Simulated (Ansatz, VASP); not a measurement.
# One calculation of Al, two programs

```xyz
3
Lattice="2.8157 0.0000 0.0000 0.0000 2.8157 0.0000 0.0000 0.0000 17.9820" Properties=species:S:1:pos:R:3 pbc="T T T"
Al    1.4079    1.4079    7.0000
Al    0.0000    0.0000    9.0721
Al    1.4079    1.4079   11.1496
```

Alike in both runs: functional PBE; dispersion D3(BJ); k mesh 10 × 10 × 1; occupations gaussian, width 0.1 eV; no spin polarisation.

Ansatz relaxed the structure, and its values are those at the end. VASP's run is a single point on that final structure, the one shown.

|  | VASP | Ansatz |
| --- | --- | --- |
| version | VASP 6.6.1 | Ansatz 0.2.0 |
| potentials or method | VASP PAW PBE potentials, release 64 (Al) | scalar-relativistic, plane waves, PAW |
| plane-wave cutoff (eV) | 520 | 420 |
| valence electrons in the cell | 9 | 9 |

|  | VASP | Ansatz | Ansatz less VASP |
| --- | --- | --- | --- |
| gap on the k mesh at the Fermi level (eV) | none | none | - |
| rms of the force components (eV/Å) | 0.009 | 0.009 | 0.0000 |

A gap of «none» marks a metal or a gap that the smearing closes.
